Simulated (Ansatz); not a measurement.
# TaSi2: the cost of one run

Computed with Ansatz 0.2.0 (DFT PBE, scalar-relativistic, plane waves, PAW, unless a step's input says otherwise).

The COD entry's cell or inner coordinates are ideal or old and differ from later refinements, so a difference from it is no clean test against experiment.

## (1) Starting point

It takes space group P6_222 (No. 180, hexagonal). Conventional cell: a = 4.780 Å, b = 4.780 Å, c = 6.564 Å, α = 90.00°, β = 90.00°, γ = 120.00°. Ta (site symmetry 222) has 10 Si at 2.59 to 2.76 Å as nearest neighbours. Si (site symmetry 2) is surrounded by 5 Si at 2.59 to 2.76 Å and 5 Ta at 2.59 to 2.76 Å.

Coordinates:

```xyz
9
Lattice="4.7800 0.0000 0.0000 -2.3900 4.1396 0.0000 0.0000 0.0000 6.5640" Properties=species:S:1:pos:R:3 pbc="T T T"
Ta    2.3900    0.0000    3.2820
Ta    1.1950    2.0698    5.4700
Ta   -1.1950    2.0698    1.0940
Si    0.0000    1.3797    3.2820
Si    3.5851    0.6899    5.4700
Si    1.1951    3.4497    1.0940
Si    2.3900    2.7599    3.2820
Si   -1.1951    3.4497    5.4700
Si    1.1949    0.6899    1.0940
```

The structure rests on an entry of the Crystallography Open Database; cell or positions may have been set otherwise for this series.

## (2) Relaxing cell and atoms: TaSi2, no spin

Input file input.yaml:

```yaml
crystal:
  lattice:
    - [4.78, 0.0, 0.0]
    - [-2.39, 4.1396014301, 0.0]
    - [0.0, 0.0, 6.564]
  atoms:
    - { symbol: Ta, position: [0.5, 0.0, 0.5] }
    - { symbol: Ta, position: [0.5, 0.5, 0.8333333333] }
    - { symbol: Ta, position: [0.0, 0.5, 0.1666666667] }
    - { symbol: Si, position: [0.16665, 0.3333, 0.5] }
    - { symbol: Si, position: [0.83335, 0.16665, 0.8333333333] }
    - { symbol: Si, position: [0.6667, 0.83335, 0.1666666667] }
    - { symbol: Si, position: [0.83335, 0.6667, 0.5] }
    - { symbol: Si, position: [0.16665, 0.83335, 0.8333333333] }
    - { symbol: Si, position: [0.3333, 0.16665, 0.1666666667] }
scf:
  occupations: { method: methfessel_paxton, width: 0.1 }
output:
  forces: true
  stress: true
  eigenvalues: true
  write_density: true
  write_potential: true
  elf: true
  volumetric_format: npy
kpoints:
  mp_grid: { grid: [12, 12, 8] }
hamiltonian:
  xc: pbe
relax:
  f_tol: 0.01
  adjacent_minimum: "off"
  cell: { stress_tol: 0.05 }
```

The run is started by

```console
ansatz run input.yaml --threads 8 --pin off --max-ram 40960MiB --backend cpu --events-out ev --progress --plain --runs-dir out
```

**Question.** How long does this run take on 8 threads of AMD EPYC 9R45 (Zen 5), shared host, and how much memory does it need?

About 17 s, with a peak of 0.86 GiB.
